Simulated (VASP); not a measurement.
# ZnAu: Au into a neighbouring Au vacancy, part 3 of 4

How hard is this move in ZnAu: Au into a neighbouring Au vacancy? Both ends are relaxed first, then a band of images between them. The start is a cell from a database of measured crystal structures.

VASP 6.6.1; PBE; plane waves and PAW (Au, Zn).

So far. Step 2 (Relax the host): The run ended after 3 ionic steps, 0.013 eV below its first step, once forces and stress met EDIFFG = -0.02. Step 3 (Relax the start): The run ended after 11 ionic steps, 0.178 eV below its first step, once the forces on the free atoms met EDIFFG = -0.05.

## (4) Relax the end

The end state is relaxed in the same way, so that both ends share their errors.

INCAR reads:

```
SYSTEM = Zn8Au7
PREC = Normal
ENCUT = 280
EDIFF = 1E-05
NELM = 120
ISMEAR = 1
SIGMA = 0.15
LREAL = Auto
ALGO = Fast
GGA = PE
NBANDS = 107
LASPH = .TRUE.
LORBIT = 11
LWAVE = .FALSE.
LCHARG = .FALSE.
KPAR = 3
IBRION = 2
NSW = 60
ISIF = 2
EDIFFG = -0.05
POTIM = 0.4
MAXMIX = 40
ISYM = 0
```

POSCAR reads:

```
Zn8Au7
1.0
    6.3615771056      0.0000000000      0.0000000000
    0.0000000000      6.3615771056      0.0000000000
    0.0000000000      0.0000000000      6.3615771056
Au Zn
7 8
Direct
    0.0003001867      0.0001118787     -0.0015917174
    0.0018666694      0.5028017171      0.0010087068
   -0.0025724131      0.5023002230      0.4984235355
    0.5027639706     -0.0033695651      0.0028749701
    0.4999369230     -0.0039259098      0.4990131395
    0.5001700908      0.5008576217     -0.0030878762
    0.4965185581      0.5006274687      0.4985325978
    0.2507404001      0.2523878341      0.2448164195
    0.2507997643      0.2538501364      0.7490646129
    0.2474509007      0.7523649602      0.2507968040
    0.2528165439      0.7489146851      0.7453413493
    0.7496541400      0.2485983722      0.2524375208
    0.7506087574      0.2448728147      0.7462425573
    0.7527785218      0.7521370959      0.2479871552
    0.7499967027      0.7514008273      0.7514726044
```

KPOINTS reads:

```
Automatic mesh
0
Monkhorst-Pack
3 3 3
0 0 0
```

The projector-augmented-wave data sets are Au and Zn (PBE family, release 64).

Started as:

```
> mpirun -np 3 vasp_std
```

The log of the run:

```text
[... set-up lines as in an earlier step ...]
 entering main loop
       N       E                     dE             d eps       ncg     rms          rms(c)
DAV:   1     0.129484426699E+04    0.12948E+04   -0.52606E+04  2996   0.139E+03
DAV:   2     0.128477247385E+03   -0.11664E+04   -0.10936E+04  3004   0.381E+02
DAV:   3    -0.307960707446E+02   -0.15927E+03   -0.14993E+03  3126   0.132E+02
DAV:   4    -0.368680616413E+02   -0.60720E+01   -0.60004E+01  3309   0.299E+01
DAV:   5    -0.369352638934E+02   -0.67202E-01   -0.67146E-01  3224   0.273E+00    0.196E+01
RMM:   6    -0.339692579208E+02    0.29660E+01   -0.93301E+00  2996   0.111E+01    0.131E+01
RMM:   7    -0.338098248652E+02    0.15943E+00   -0.50122E-01  2998   0.218E+00    0.680E+00
RMM:   8    -0.337559563031E+02    0.53869E-01   -0.75842E-02  2996   0.106E+00    0.267E-01
RMM:   9    -0.337554250434E+02    0.53126E-03   -0.13244E-02  3009   0.361E-01    0.279E-01
RMM:  10    -0.337555527483E+02   -0.12770E-03   -0.22196E-03  3034   0.158E-01    0.157E-01
RMM:  11    -0.337555762679E+02   -0.23520E-04   -0.54988E-04  3010   0.926E-02    0.407E-02
RMM:  12    -0.337555781793E+02   -0.19114E-05   -0.20883E-04  3008   0.604E-02    0.356E-02
RMM:  13    -0.337555763407E+02    0.18386E-05   -0.55902E-05  2342   0.270E-02
   1 F= -.33755576E+02 E0= -.33747243E+02  d E =-.337556E+02
 curvature:   0.00 expect dE= 0.000E+00 dE for cont linesearch  0.000E+00
 trial: gam= 0.00000 g(F)=  0.298E-01 g(S)=  0.000E+00 ort = 0.000E+00 (trialstep = 0.100E+01)
 search vector abs. value=  0.298E-01
 bond charge predicted
       N       E                     dE             d eps       ncg     rms          rms(c)
DAV:   1    -0.337809467521E+02   -0.25369E-01   -0.59427E+00  3264   0.766E+00    0.198E-01
RMM:   2    -0.337829567417E+02   -0.20100E-02   -0.20130E-02  2996   0.607E-01    0.129E-01
RMM:   3    -0.337831932641E+02   -0.23652E-03   -0.36451E-03  2996   0.258E-01    0.860E-02
RMM:   4    -0.337832007067E+02   -0.74426E-05   -0.11175E-03  2997   0.158E-01    0.662E-02
RMM:   5    -0.337832110977E+02   -0.10391E-04   -0.26362E-04  3008   0.672E-02    0.164E-02
RMM:   6    -0.337832163700E+02   -0.52723E-05   -0.75661E-05  2832   0.360E-02
   2 F= -.33783216E+02 E0= -.33774463E+02  d E =-.276400E-01
[...]
3 F= -.33834145E+02 E0= -.33824681E+02  d E =-.785690E-01
[...]
4 F= -.33866808E+02 E0= -.33858213E+02  d E =-.111231E+00
[...]
5 F= -.33893171E+02 E0= -.33885251E+02  d E =-.263635E-01
[...]
6 F= -.33903846E+02 E0= -.33897811E+02  d E =-.370378E-01
[...]
7 F= -.33911327E+02 E0= -.33906905E+02  d E =-.748176E-02
[...]
8 F= -.33912372E+02 E0= -.33908745E+02  d E =-.852641E-02
 curvature:  -5.15 expect dE=-0.440E-02 dE for cont linesearch -0.319E-09
 trial: gam=-0.02626 g(F)=  0.853E-03 g(S)=  0.000E+00 ort = 0.683E-06 (trialstep = 0.336E+01)
 search vector abs. value=  0.858E-03
 bond charge predicted
       N       E                     dE             d eps       ncg     rms          rms(c)
DAV:   1    -0.339120233115E+02    0.34188E-03   -0.21732E+00  3050   0.424E+00    0.754E-02
RMM:   2    -0.339134477414E+02   -0.14244E-02   -0.13333E-02  2996   0.480E-01    0.604E-02
RMM:   3    -0.339136553546E+02   -0.20761E-03   -0.27231E-03  2996   0.185E-01    0.330E-02
RMM:   4    -0.339136852931E+02   -0.29939E-04   -0.47081E-04  2991   0.886E-02    0.327E-02
RMM:   5    -0.339137202460E+02   -0.34953E-04   -0.17660E-04  2968   0.496E-02    0.500E-02
RMM:   6    -0.339137168623E+02    0.33837E-05   -0.40855E-05  2339   0.259E-02
   9 F= -.33913717E+02 E0= -.33910011E+02  d E =-.134495E-02
 trial-energy change:   -0.001345  1 .order   -0.001166   -0.002866    0.000533
 step:   2.9456(harm=  2.8314)  dis= 0.00539  next Energy=   -33.913749 (dE=-0.138E-02)
 reached required accuracy - stopping structural energy minimisation
```

Run time: 2.7 min. Hardware: 3 MPI ranks of Intel Xeon 6975P-C (Granite Rapids), shared host; peak memory 0.7 GiB.

OUTCAR, selected parts (step 4):

```text
 Found     14 irreducible k-points:

   NELECT =     173.0000    total number of electrons

 E-fermi :   5.7687

 k-point     1 :       0.0000    0.0000    0.0000
  band No.  band energies     occupation
    ...
     84       4.0582      2.00000
     85       4.0585      2.00000
     86       4.5918      2.00000
     87       4.5920      2.00000
     88       4.5922      2.00000
     89       6.4045     -0.00000
     90       6.4045     -0.00000
     91       7.3200     -0.00000
     92       7.7372     -0.00000
     93       7.7511     -0.00000
    ...

 k-point     2 :       0.3333    0.0000    0.0000
  band No.  band energies     occupation
    ...
     84       3.7115      2.00000
     85       3.8897      2.00000
     86       5.0271      2.00000
     87       5.5171      2.03908
     88       5.5171      2.03909
     89       6.9385     -0.00000
     90       7.3282     -0.00000
     91       7.6025     -0.00000
     92       7.6985     -0.00000
     93       7.6987     -0.00000
    ...

  Total       -5.9685351     -5.9778562     -5.9268988     -0.0167014      0.0004168     -0.0221326
  in kB      -37.1435960    -37.2016035    -36.8844838     -0.1039369      0.0025941     -0.1377361
  external PRESSURE =     -37.0765611 kB  Pullay stress =       0.0000000 kB

 POSITION                                       TOTAL-FORCE (eV/Angst)
 -----------------------------------------------------------------------------------
      0.00051      0.00704      6.35473        -0.011953     -0.019324      0.013353
      0.00200      3.18251      6.34987         0.007274      0.003740      0.007106
      0.00248      3.17956      3.17647         0.016002      0.001461     -0.008727
      3.18303      6.36119      6.35652         0.005383     -0.005888      0.001417
      3.17884      6.35957      3.17253         0.015001     -0.011199     -0.000062
      3.19005      3.18422      6.35515        -0.015552      0.007362     -0.007163
      3.18079      3.18141      3.17014        -0.007391      0.009188      0.006937
      1.50049      1.50066      1.67708        -0.009968     -0.005385     -0.003379
      1.50392      1.49636      4.67209        -0.007961      0.009949     -0.002194
      1.49343      4.86522      1.67615        -0.000321      0.006254     -0.002228
      1.49426      4.86814      4.67532         0.012019     -0.002871     -0.012419
      4.86693      1.49868      1.67567        -0.004501      0.002499      0.012034
      4.86143      1.49939      4.66896         0.000110     -0.003402     -0.002134
      4.86977      4.86594      1.68045         0.001074      0.005831     -0.009698
      4.86588      4.86773      4.66782         0.000784      0.001786      0.007159
 -----------------------------------------------------------------------------------
    total drift:                                0.013033     -0.032247      0.026087

  FREE ENERGIE OF THE ION-ELECTRON SYSTEM (eV)
  ---------------------------------------------------
  free  energy   TOTEN  =       -33.9137168623 eV

  energy  without entropy=      -33.9025994351  energy(sigma->0) =      -33.91001105

 total charge
# of ion       s       p       d       tot
------------------------------------------
    1        0.660   0.405   8.654   9.718
    2        0.597   0.333   8.696   9.625
    3        0.659   0.405   8.654   9.718
    4        0.597   0.333   8.696   9.625
    5        0.659   0.405   8.654   9.718
    6        0.590   0.293   8.688   9.571
    7        0.597   0.333   8.696   9.625
    8        0.527   0.391   9.753  10.671
    9        0.527   0.391   9.753  10.671
   10        0.527   0.391   9.753  10.671
   11        0.527   0.391   9.753  10.671
   12        0.527   0.391   9.753  10.671
   13        0.527   0.391   9.753  10.671
   14        0.527   0.391   9.753  10.671
   15        0.527   0.391   9.753  10.671
--------------------------------------------------
tot          8.572   5.635 138.762 152.969

[... 6 parts as in an earlier step ...]

[... 6 further parts left out ...]
```

Step by step:

| step | energy less that of the first step (eV) | largest force (eV/Å) |
| --- | --- | --- |
| 1 | 0.0000 | 0.3515 |
| 2 | -0.0276 | 0.2984 |
| 3 | -0.0786 | 0.2226 |
| 4 | -0.1112 | 0.2358 |
| 5 | -0.1376 | 0.1048 |
| 6 | -0.1483 | 0.1434 |
| 7 | -0.1558 | 0.0817 |
| 8 | -0.1568 | 0.0723 |
| 9 | -0.1581 | 0.0264 |

The atoms that moved most (Å):

| atom | dx | dy | dz | length |
| --- | --- | --- | --- | --- |
| Zn8 | -0.095 | -0.105 | 0.120 | 0.185 |
| Zn9 | -0.092 | -0.119 | -0.093 | 0.176 |
| Zn15 | 0.095 | 0.088 | -0.113 | 0.171 |
| Zn11 | -0.114 | 0.104 | -0.066 | 0.168 |
| Zn14 | 0.081 | 0.081 | 0.103 | 0.154 |
| Zn12 | 0.098 | -0.083 | 0.070 | 0.146 |
| Zn10 | -0.081 | 0.079 | 0.081 | 0.139 |
| Zn13 | 0.086 | -0.058 | -0.078 | 0.130 |

The relaxed structure:

```cif
data_structure
_symmetry_space_group_name_H-M 'P 1'
_symmetry_Int_Tables_number 1
_cell_length_a 6.3616
_cell_length_b 6.3616
_cell_length_c 6.3616
_cell_angle_alpha 90.000
_cell_angle_beta 90.000
_cell_angle_gamma 90.000
_cell_volume 257.45
loop_
_atom_site_label
_atom_site_type_symbol
_atom_site_fract_x
_atom_site_fract_y
_atom_site_fract_z
_atom_site_occupancy
Au1 Au 0.00008 0.00111 0.99892 1
Au2 Au 0.00031 0.50027 0.99816 1
Au3 Au 0.00039 0.49981 0.49932 1
Au4 Au 0.50035 0.99994 0.99920 1
Au5 Au 0.49969 0.99969 0.49870 1
Au6 Au 0.50146 0.50054 0.99899 1
Au7 Au 0.50000 0.50010 0.49833 1
Zn8 Zn 0.23587 0.23589 0.26363 1
Zn9 Zn 0.23641 0.23522 0.73442 1
Zn10 Zn 0.23476 0.76478 0.26348 1
Zn11 Zn 0.23489 0.76524 0.73493 1
Zn12 Zn 0.76505 0.23558 0.26340 1
Zn13 Zn 0.76419 0.23569 0.73393 1
Zn14 Zn 0.76550 0.76489 0.26416 1
Zn15 Zn 0.76489 0.76518 0.73375 1
```

This step gave:

* electronic cycles: 68

The run ended after 9 ionic steps, 0.158 eV below its first step, once the forces on the free atoms met EDIFFG = -0.05.

[end of part 3 of 4]

[Lines on the potential files, build, host, timing and source positions are cut from VASP's logs without a mark.]

[Logs are printed without paths, hosts, clocks, repeated set-up lines and the standing remarks that a program may print on its own settings, such as how far it seeks lower states.]

[Hosts, paths, dates, database ids (printed as entryN), source tags and the programs' standing remarks are cut or masked in the printed files.]

[Runs that stopped without an error message from VASP are left out.]
